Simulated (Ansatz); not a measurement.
# CoO: how the energy converges with the cutoff

CoO, R3m, a = 3.204 Å, c = 7.699 Å. This isn't the usual stable structure of the compound. Ansatz: PBEsol, PAW, cutoff varied, Γ-centred 18×18×18 mesh on 4 atoms, Gaussian smearing 0.10 eV; collinear spin, largest moment 2.0 μB, opposite moments cancel in the cell. Single points at one geometry, the cutoff alone changed; ΔE is the energy at zero smearing over the run at 460 eV. The run at 150 eV ended in another magnetic state and is left out. The runs up to 380 eV lie under the cutoff recommended for these PAW datasets.

```
cutoff (eV)  ΔE (meV/atom)
        200              ?
        250        2791.42
        300         531.68
        350          75.64
        380          21.29
        420           3.61
```

Task: Assume ΔE falls exponentially with the cutoff, fit y = ln ΔE against x, the cutoff in eV, to the other rows, and predict the missing value.

Result: y = 7.934, 6.276, 4.326, 3.058, 1.284. Means x = 340.0, y = 4.5756; Σ(Δx)² = 17800, ΣΔxΔy = -696.8; the slope is their ratio. y = 17.89 − 0.03915 x, a factor of ten per 59 eV. At 200 eV this gives ΔE = 23388.51 meV/atom. The run gave 13593.24, a ratio of 1.72. Between neighbouring rows the decay runs from a factor of ten per 52 eV to one per 73 eV, so one exponential is only a rough guide. The reference at 460 eV isn't the complete basis: by the fit it lies 0.89 meV/atom above it, and every ΔE is lowered by that much, or by more if the decay slows beyond the rows, as it often does.